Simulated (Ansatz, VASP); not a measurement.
Two plane-wave programs on NaCl

The input INCAR:

```
SYSTEM = NaCl
  PREC = Accurate
  ENCUT = 520
  EDIFF = 1E-6
  ISMEAR = -1
  SIGMA = 0.02
  LREAL = .FALSE.
  LASPH = .TRUE.
  NELM = 60
  ALGO = Normal
  ISIF = 2
  LWAVE = .FALSE.
  LCHARG = .TRUE.
  GGA = PE
  LELF = .TRUE.
  LVHAR = .TRUE.
  NBANDS = 14
```

File KPOINTS:

```
Automatic mesh
0
G
  8 8 8
  0 0 0
```

Contents of POSCAR:

```
NaCl
1.0
    0.0000000000      2.9909498675      3.2461285094
    2.9909498675      0.0000000000      3.2461285094
    2.9909498675      2.9909498675      0.0000000000
Na Cl
1 1
Direct
    0.0000000000      0.0000000000      0.0000000000
    0.2500000000      0.2500000000      0.2500000000
```

Input for Ansatz:

```yaml
crystal:
  lattice:
    - [0.0, 2.9909498675, 3.2461285094]
    - [2.9909498675, 0.0, 3.2461285094]
    - [2.9909498675, 2.9909498675, 0.0]
  atoms:
    - { symbol: Na, position: [0.0, 0.0, 0.0] }
    - { symbol: Cl, position: [0.25, 0.25, 0.25] }
kpoints:
  mp_grid: { grid: [8, 8, 8] }
  band_path:
    path:
      - [0.0, 0.0, 0.0]
      - [-0.5, -0.5, 0.0]
      - [-0.375, -0.375, 0.25]
      - [-0.375, 0.0, 0.375]
      - [0.0, 0.0, 0.5]
      - [-0.5, -0.25, 0.25]
      - [0.104167, 0.104167, 0.208333]
    npoints: 1
hamiltonian:
  xc: pbe
scf:
  occupations: { method: fermi_dirac, width: 0.02 }
  n_extra_bands: 4
output:
  forces: true
  stress: true
  eigenvalues: true
```

Change from the starting cell: epitaxial_xy strain -3.1%.

Alike in both runs: task single point; functional PBE; k mesh 8 × 8 × 8; occupations fermi-dirac, width 0.02 eV; no spin polarisation.

|  | VASP | Ansatz |
| --- | --- | --- |
| version | VASP 6.6.1 | Ansatz 0.2.0 |
| potentials or method | VASP PAW PBE potentials, release 64 (Na_pv, Cl) | plane waves, PAW |
| plane-wave cutoff (eV) | 520 | 420 |
| valence electrons in the cell | 14 | 16 |

```tsv
	VASP	Ansatz	Ansatz less VASP
gap on the k mesh at the Fermi level (eV)	4.92	4.92	+0.001
pressure (GPa)	0.9	0.9	+0.01
largest component of the traceless stress (GPa)	0.15	0.15	+0.004
```

The functional is the same, so the differences come from potentials, cutoffs and numerics. The two sets of potentials don't hold the same shells in valence.

A k mesh can miss the band edges.
